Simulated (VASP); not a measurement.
Wanted: the native input for a VASP 6.6.1 run.

```yaml
Task: single point
Functional: PBE
Potentials_or_basis: VASP PAW PBE potentials, release 64 (In_d)
Cutoff: 520 eV
k_mesh: 9 × 9 × 9
Occupations: fermi-dirac, width 0.1 eV
Spin: no spin polarisation
Dipole_correction: no
Further_INCAR_settings: ALGO = Normal; EDIFF = 1e-07; NBANDS = 12
```

The structure of In lies in POSCAR:

```
In
1.0
   -1.8825250000      1.8825250000      1.8825250000
    1.8825250000     -1.8825250000      1.8825250000
    1.8825250000      1.8825250000     -1.8825250000
In
1
Direct
    0.0000000000      0.0000000000      0.0000000000
```

This isn't the form of In at room conditions, which is tetragonal.

These files were run (other wordings do the same):

INCAR

```
SYSTEM = In
PREC = Accurate ; ENCUT = 520
EDIFF = 1E-7 ; ISMEAR = -1
SIGMA = 0.1 ; LREAL = .False.
LASPH = .True. ; NELM = 60
ALGO = Normal ; ISIF = 2
LWAVE = .False. ; LCHARG = .False.
GGA = PE ; NBANDS = 12
```

KPOINTS

```
regular mesh
0
Gamma
  9 9 9
  0 0 0
```

Potentials or basis: VASP PAW PBE potentials, release 64 (In_d).

The run is started by

```sh
$ cat potpaw_PBE.64/In_d/POTCAR > POTCAR
$ mpirun -np 1 vasp_std > vasp.out
```

It gave:

| Property | Result |
| --- | --- |
| Pressure | 1.8 GPa |
| Band gap on the k mesh | none (metal or under the smearing width) |

Run time: 7.3 s on 1 thread of Intel(R) Xeon(R) Platinum 8488C (Sapphire Rapids), on a shared host, peak memory 0.13 GiB.
